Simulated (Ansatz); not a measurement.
A strain series on SnS2 (P-3m1): isotropic on every length

A 3-atom cell of SnS2 started from a crystallographic database, relaxed with r2SCAN+rVV10 in Ansatz, then strained (isotropic on every length; changes of length per length, axes as in the cell below) with the atoms relaxed again within the symmetry that is left. The symmetry is P-3m1 (No. 164, trigonal); conventional cell a = 3.661 Å, c = 5.962 Å, 23.06 Å³ an atom. Sn has 6 S at 2.57 Å; S has 3 Sn at 2.57 Å. No spin polarisation and no zero-point or thermal motion.

```yaml
crystal:
  lattice:
    - [3.66076, 0.00000, 0.00000]
    - [-1.83038, 3.17031, 0.00000]
    - [0.00000, 0.00000, 5.96180]
  atoms:
    - { symbol: Sn, position: [0.00000, 0.00000, 0.00000] }
    - { symbol: S, position: [0.33333, 0.66667, 0.24559] }
    - { symbol: S, position: [0.66667, 0.33333, 0.75441] }
```

Gaps are the least over each mesh (PBE 12×12×4, r2SCAN 12×12×4, HSE06 6×6×4 when unstrained) and the special points, which keep their unstrained names.

| strain (%) | gap, PBE (eV) | gap, r2SCAN (eV) | gap, HSE06 (eV) | edges, HSE06 |
| --- | --- | --- | --- | --- |
| -3.4 | 1.376 | 1.721 | 2.204 | (0, 0.143, -0.151) → (0, 0.453, 0.339) |
| 0.0 | 1.432 | 1.750 | 2.315 | Γ–K (0.23) → (0, 0.464, 0.323) |
| +0.46 | 1.428 | 1.743 | 2.315 | Γ–K (0.22) → (0, 0.464, 0.320) |
| +5.45 | 1.141 | 1.500 | 2.017 | Γ |

Between zero and the nearest strains the slope of the HSE06 gap against strain is +0.033 eV per percent for negative and -0.001 for positive strain.

No spin-orbit coupling is included; it can move band edges with weight on the heavy atoms by tenths of an eV.

Where an edge lies off the special points, it is a point of the mesh or the k point where a search put PBE's edge or least direct gap, reused for the other functionals, whose own edges may lie a little apart.

The meshes of the hybrids are coarse, so their gaps aren't converged to the digits shown.
